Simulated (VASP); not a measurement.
An input for Ansatz (written as the equivalent of a VASP run, and not itself run):

Ansatz 0.2 input:
```yaml
crystal:
  lattice:
    - [0.0000000, 3.1314000, 3.1314000]
    - [3.1314000, 0.0000000, 3.1314000]
    - [3.1314000, 3.1314000, 0.0000000]
  atoms:
    - { symbol: Al, position: [0.0000000, 0.0000000, 0.0000000] }
    - { symbol: Sb, position: [0.2500000, 0.2500000, 0.2500000] }
kpoints:
  mp_grid: { grid: [2, 2, 2] }
hamiltonian:
  xc: hse06
  pseudopotentials: { kind: paw }
scf:
  occupations: { method: gaussian, width: 0.05 }
  max_iter: 100
output: { forces: true, stress: true, eigenvalues: true }
```

Problem. Write the VASP files for the same calculation (HSE06).

Solution. Several could match; the one computed here: 
### POSCAR
```
AlSb
6.26280
  0.0000000000   0.5000000000   0.5000000000
  0.5000000000   0.0000000000   0.5000000000
  0.5000000000   0.5000000000   0.0000000000
Al Sb
1 1
Direct
  0.0000000000   0.0000000000   0.0000000000
  0.2500000000   0.2500000000   0.2500000000
```

### INCAR
```
SYSTEM = AlSb
PREC = Accurate
ENCUT = 400
EDIFF = 1E-6
NELM = 100
ALGO = Normal
LREAL = .FALSE.
LASPH = .TRUE.
ISMEAR = 0
SIGMA = 0.05
GGA = PE
LMAXMIX = 4
LWAVE = .FALSE.
LCHARG = .FALSE.
ISIF = 2
HFSCREEN = 0.2
AEXX = 0.25
LHFCALC = .TRUE.
PRECFOCK = Fast
ISYM = 3
```

### KPOINTS
```
K-points
0
gamma
  2 2 2
0 0 0
```

POTCAR, in this order: Al Sb (PBE.64 set). Program: vasp_std.

Limits of the translation: each code has its own PAW files, so the cut-off isn't converted (ENCUT is set for VASP's; basis.ecutwfc is left out, and Ansatz then takes the one that its files recommend); Ansatz stops its SCF on the density residual and VASP on the energy change (EDIFF); Ansatz's hse06 screens at 0.11 per bohr (0.208 per Å), slightly more than HFSCREEN = 0.2.

The compound is AlSb in the zinc blende structure. The cell was not relaxed at this level. The k-mesh is coarse (spacing up to 0.87 per Å, 2π included), so the numbers may not be converged in it.
